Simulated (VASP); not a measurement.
# ZrB (Pm-3m) in VASP: single point with PBE

Aim: the single point of ZrB with PBE.

All numbers are computed with VASP 6.6.1; they aren't measurements. Logs are shortened: lines on timing, memory, paths and dates and some standing lists are left out, and cuts for length are marked.

**1. The structure**

Symmetry: Pm-3m, No. 221, cubic system. Conventional cell: a = 2.969 Å, b = 2.969 Å, c = 2.969 Å, α = 90.00°, β = 90.00°, γ = 90.00°. Zr (site symmetry m-3m) is surrounded by 8 B at 2.57 Å. B (site symmetry m-3m) is surrounded by 8 Zr at 2.57 Å.

The cell was built by a generator and needn't be a form met in nature.

**2. Single point, PBE**

INCAR reads:

```
SYSTEM = ZrB
PREC     = Accurate       ! precision mode
ENCUT    = 520            ! plane-wave cutoff, eV
EDIFF    = 1E-6           ! SCF threshold, eV
ISMEAR   = 0              ! smearing method
SIGMA    = 0.0708         ! smearing width, eV
LREAL    = .False.        ! projectors in reciprocal space
LASPH    = .True.         ! aspherical terms in the spheres
NELM     = 60             ! most SCF steps
ALGO     = Normal         ! electronic algorithm
ISIF     = 2              ! what is computed and relaxed
LWAVE    = .False.        ! write WAVECAR
LCHARG   = .False.        ! write CHGCAR
GGA      = PE             ! functional
NBANDS   = 14             ! bands
```

KPOINTS reads:

```
regular mesh
0
Gamma
  11 11 11
  0 0 0
```

POSCAR reads:

```
ZrB
1.0
    2.9690490000      0.0000000000      0.0000000000
    0.0000000000      2.9690490000      0.0000000000
    0.0000000000      0.0000000000      2.9690490000
Zr B
1 1
Direct
    0.5000000000      0.5000000000      0.5000000000
    0.0000000000      0.0000000000      0.0000000000
```

Potentials or basis: VASP PAW PBE potentials, release 64 (Zr_sv, B).

Launch:

```bash
$ cat potpaw_PBE.64/Zr_sv/POTCAR potpaw_PBE.64/B/POTCAR > POTCAR
$ mpirun -np 1 vasp_std > vasp.out
```

OUTCAR:

```text
SYSTEM = ZrB
   PREC = Accurate
   ENCUT = 520
   EDIFF = 1E-6
   ISMEAR = 0
   LREAL = .False.
   LASPH = .True.
   NELM = 60
   ISIF = 2
   GGA = PE

 ion  position               nearest neighbor table
   1  0.500  0.500  0.500-   2 2.57   2 2.57   2 2.57   2 2.57   2 2.57   2 2.57   2 2.57   2 2.57

   2  0.000  0.000  0.000-   1 2.57   1 2.57   1 2.57   1 2.57   1 2.57   1 2.57   1 2.57   1 2.57

  LATTYP: Found a simple cubic cell.
 ALAT       =     2.9690490000

  Lattice vectors:

 A1 = (   2.9690490000,   0.0000000000,   0.0000000000)
 A2 = (   0.0000000000,   2.9690490000,   0.0000000000)
 A3 = (   0.0000000000,   0.0000000000,   2.9690490000)

Analysis of symmetry for initial positions (statically):
=====================================================================
 Subroutine PRICEL returns:
 Original cell was already a primitive cell.

 Routine SETGRP: Setting up the symmetry group for a
 simple cubic supercell.

 Subroutine GETGRP returns: Found 48 space group operations
 (whereof 48 operations were pure point group operations)
 out of a pool of 48 trial point group operations.

The static configuration has the point symmetry O_h .

Analysis of symmetry for dynamics (positions and initial velocities):
=====================================================================
 Subroutine PRICEL returns:
 Original cell was already a primitive cell.

 Routine SETGRP: Setting up the symmetry group for a
 simple cubic supercell.

 Subroutine GETGRP returns: Found 48 space group operations
 (whereof 48 operations were pure point group operations)
 out of a pool of 48 trial point group operations.

The dynamic configuration has the point symmetry O_h .

 Subroutine INISYM returns: Found 48 space group operations
 (whereof 48 operations are pure point group operations),
 and found     1 'primitive' translations

----------------------------------------------------------------------------------------

                                     Primitive cell

  volume of cell :      26.1729

  direct lattice vectors                    reciprocal lattice vectors
     2.969049000  0.000000000  0.000000000     0.336808183  0.000000000  0.000000000
     0.000000000  2.969049000  0.000000000     0.000000000  0.336808183  0.000000000
     0.000000000  0.000000000  2.969049000     0.000000000  0.000000000  0.336808183

[... 92 lines left out ...]
   TEBEG  =    0.0;   TEEND  =   0.0 temperature during run
   PSTRESS=    0.0 pullay stress
   NELECT =      15.0000    total number of electrons
   NUPDOWN=      -1.0000    fix difference up-down
   EMIN   =  10.00;   EMAX   =-10.00  energy-range for DOS
   EFERMI =   0.00;   METHOD = LEGACY
   ISMEAR =     0;   SIGMA  =   0.07  broadening in eV -4-tet -1-fermi 0-gaus
   EFERMI_NEDOS =   21; number of points for ismear=-14 and -15
   IALGO  =     38    algorithm
   IMIX   =      4    mixing-type and parameters
     AMIX     =   0.40;   BMIX     =  1.00
     AMIX_MAG =   1.60;   BMIX_MAG =  1.00
  volume/ion in A,a.u.               =      13.09        88.31
  Fermi-wavevector in a.u.,A,eV,Ry     =   1.359840  2.569725 25.159423  1.849165
  Thomas-Fermi vector in A             =   2.486554
   LORBIT       =      0    0 simple, 1 ext, 2 COOP (PROOUT), +10 PAW based schemes
   GGA     = PE    functional components
   LHFCALC =     F    Hartree Fock is set to
   AEXX    =    0.0000 exact exchange contribution
   IVDW    =     0    specifies the selected vdW correction
   LEPSILON=     F    determine dielectric tensor
   LRPA    =     F    only Hartree local field effects (RPA)
 non-spin polarized calculation
 Gauss-broadening in eV      SIGMA  =   0.07
  energy-cutoff  :      520.00
  volume of cell :       26.17
 maximum number of plane-waves:       739
 NGX is ok and might be reduce to    24
   NGX = 11   NGY = 11   NGZ = 11

 number of electron      15.0000001 magnetization

 Free energy of the ion-electron system (eV)
  ---------------------------------------------------
  ext. energy  EPLUGINS =         0.00000000
  ---------------------------------------------------
  free energy    TOTEN  =       -14.93075070 eV

  energy without entropy =      -14.92586605  energy(sigma->0) =      -14.92830837

 E-fermi :  10.2534     XC(G=0): -12.1056

 val. band max:       10.2314719443   @ k =   0.4545   0.3636   0.0909
 cond. band min:      10.2625904174   @ k =   0.2727   0.1818   0.0000
 fundamental gap:      0.0311184730
 Fermi energy:        10.2534350444

 k-point     1 :       0.0000    0.0000    0.0000
  band No.  band energies     occupation
      1     -38.3552      2.00000
      2     -15.9388      2.00000
      3     -15.9388      2.00000
      4     -15.9388      2.00000
      5       0.2001      2.00000
      6       8.0868      2.00000
      7       8.0868      2.00000
      8      12.6733      0.00000
      9      12.6733      0.00000
     10      12.6733      0.00000
     11      15.0134      0.00000
     12      15.0134      0.00000
     13      15.0134      0.00000
     14      21.4683      0.00000
[... 377 lines left out ...]
      1     -38.2668      2.00000
      2     -16.5829      2.00000
      3     -15.9641      2.00000
      4     -15.9495      2.00000
      5       1.8563      2.00000
      6       7.3240      2.00000
      7       8.6633      2.00000
      8      10.4205      0.00085
      9      10.4723      0.00001
     10      13.4689      0.00000
     11      14.7961      0.00000
     12      17.3685      0.00000
     13      17.4229      0.00000
     14      21.8118      0.00000

 [... further k-points ...]

------------------------ aborting loop because EDIFF is reached ----------------------------------------

  FORCE on cell =-STRESS in cart. coord.  units (eV):
  Direction    XX          YY          ZZ          XY          YZ          ZX
  --------------------------------------------------------------------------------------
  -------------------------------------------------------------------------------------
  Total        1.5402962      1.5402962      1.5402962      0.0000000      0.0000000      0.0000000
  in kB       94.2893691     94.2893691     94.2893691      0.0000000      0.0000000      0.0000000
  external PRESSURE =      94.2893691 kB  Pullay stress =       0.0000000 kB

 VOLUME and BASIS-vectors are now :
 -----------------------------------------------------------------------------
  energy-cutoff  :      520.00
  volume of cell :       26.17
      direct lattice vectors                 reciprocal lattice vectors
     2.969049000  0.000000000  0.000000000     0.336808183  0.000000000  0.000000000
     0.000000000  2.969049000  0.000000000     0.000000000  0.336808183  0.000000000
     0.000000000  0.000000000  2.969049000     0.000000000  0.000000000  0.336808183

 POSITION                                       TOTAL-FORCE (eV/Angst)
 -----------------------------------------------------------------------------------
      1.48452      1.48452      1.48452         0.000000      0.000000      0.000000
      0.00000      0.00000      0.00000         0.000000      0.000000      0.000000
 -----------------------------------------------------------------------------------
    total drift:                                0.000000     -0.000000     -0.000000

  FREE ENERGIE OF THE ION-ELECTRON SYSTEM (eV)
  ---------------------------------------------------
  free  energy   TOTEN  =       -14.9307507014 eV

  energy  without entropy=      -14.9258660472  energy(sigma->0) =      -14.92830837
```

OSZICAR:

```text
N       E                     dE             d eps       ncg     rms          rms(c)
DAV:   1     0.956450520978E+02    0.95645E+02   -0.79700E+03  1568   0.104E+03
DAV:   2    -0.111496847377E+02   -0.10679E+03   -0.10182E+03  1958   0.284E+02
DAV:   3    -0.164052555389E+02   -0.52556E+01   -0.52111E+01  2606   0.524E+01
DAV:   4    -0.166247781869E+02   -0.21952E+00   -0.21943E+00  1842   0.699E+00
DAV:   5    -0.166269905492E+02   -0.22124E-02   -0.22123E-02  2252   0.743E-01    0.174E+01
DAV:   6    -0.149635999080E+02    0.16634E+01   -0.29372E+00  1700   0.154E+01    0.656E+00
DAV:   7    -0.149315990964E+02    0.32001E-01   -0.23532E-01  1922   0.367E+00    0.473E+00
DAV:   8    -0.149363014261E+02   -0.47023E-02   -0.65887E-02  2018   0.197E+00    0.938E-01
DAV:   9    -0.149306001854E+02    0.57012E-02   -0.13597E-02  1856   0.726E-01    0.190E-01
DAV:  10    -0.149310274823E+02   -0.42730E-03   -0.94836E-04  2066   0.277E-01    0.151E-01
DAV:  11    -0.149307502142E+02    0.27727E-03   -0.52476E-04  1772   0.131E-01    0.670E-03
DAV:  12    -0.149307509554E+02   -0.74120E-06   -0.13874E-05  2080   0.267E-02    0.260E-03
DAV:  13    -0.149307507014E+02    0.25398E-06   -0.36200E-07  1258   0.503E-03
   1 F= -.14930751E+02 E0= -.14928308E+02  d E =-.488465E-02
```

Wall time 11 s (1 thread of Intel Xeon Platinum 8259CL at 2.50GHz (Skylake/Cascade Lake), shared host); peak memory 0.15 GiB.

Results:

```yaml
Free_energy: -14.9308 eV
Pressure: 9.4 GPa
Band_gap_on_the_k_mesh: none (metal or under the smearing width)
```
